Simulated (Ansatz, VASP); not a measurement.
# One calculation of AgCl, two programs

```
CELL_PARAMETERS angstrom
0.00000 2.73500 2.73500
2.73500 0.00000 2.73500
2.73500 2.73500 0.00000
ATOMIC_POSITIONS crystal
Ag 0.00000 0.00000 0.00000
Cl 0.50000 0.50000 0.50000
```

Alike in both runs: task single point; functional LDA; k mesh 10 × 10 × 10; occupations gaussian, width 0.05 eV; no spin polarisation.

```csv
,VASP,Ansatz
version,VASP 6.6.1,Ansatz 0.2.0
potentials or method,"VASP PAW LDA potentials, release 64 (Ag, Cl)","scalar-relativistic, plane waves, PAW"
plane-wave cutoff (eV),520,420
valence electrons in the cell,18,26
```

Ansatz gave:

| Item | Value |
| --- | --- |
| gap on the k mesh at the Fermi level (eV) | 0.61 |
| pressure (GPa) | -3.8 |

**Question.** What did VASP give for the same quantities?

**Answer.** gap on the k mesh at the Fermi level (eV): 0.64; pressure (GPa): -3.8.

The two sets of potentials don't hold the same shells in valence.

A k mesh can miss the band edges. Expect the measured gap to be larger: semilocal functionals such as LDA lack the derivative discontinuity.
